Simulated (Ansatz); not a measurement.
Runs of Ansatz 0.2.0 on SrO. The structure is cubic, space group Fm-3m (No. 225). The conventional cell has a = 5.133 Å, b = 5.133 Å, c = 5.133 Å, α = 90.00°, β = 90.00°, γ = 90.00°. Around Sr (site symmetry m-3m) lie 6 O at 2.57 Å. O (site symmetry m-3m) has 6 Sr at 2.57 Å as nearest neighbours. 

```csv
task,level,spin,cell,k mesh,points for each segment of the path,gap on the mesh (eV),pressure (GPa)
relaxation of cell and atoms,HSE03,off,relaxed,5 × 5 × 5,-,4.74,0.0
band structure,HSEsol,off,as given,5 × 5 × 5,4,4.89,-1.7
band structure,HSE03,off,as given,5 × 5 × 5,4,4.74,1.2
single point,HSE06,"SOC, no magnetisation",as given,4 × 4 × 4,-,(a),1.2
```

Alike in all rows: potentials or basis Ansatz PAW; cutoff (eV) 420; smearing fermi-dirac 0.05 eV; the mesh is coarse, so values aren't converged.

Task: Estimate the missing entries.

Result: (a) 4.77.

Caveats: all runs use coarse meshes; the PAW data sets come from PBE, with cores solved anew for the run's functional, which leaves a small shift of forces and pressure; the thresholds are loose for stress (some runs); the k mesh misses the band edges, so the gap on the mesh is wider than the one along the path (some runs); odd divisions of the mesh miss points on the zone boundary, where band edges often lie, so the gap on the mesh can be too wide (some runs); the plane-wave basis is chosen anew once the cell has moved, so the energies of steps on either side of that aren't comparable (some runs).

A k mesh can miss the band edges, and rows without SOC leave out spin-orbit coupling on Sr.
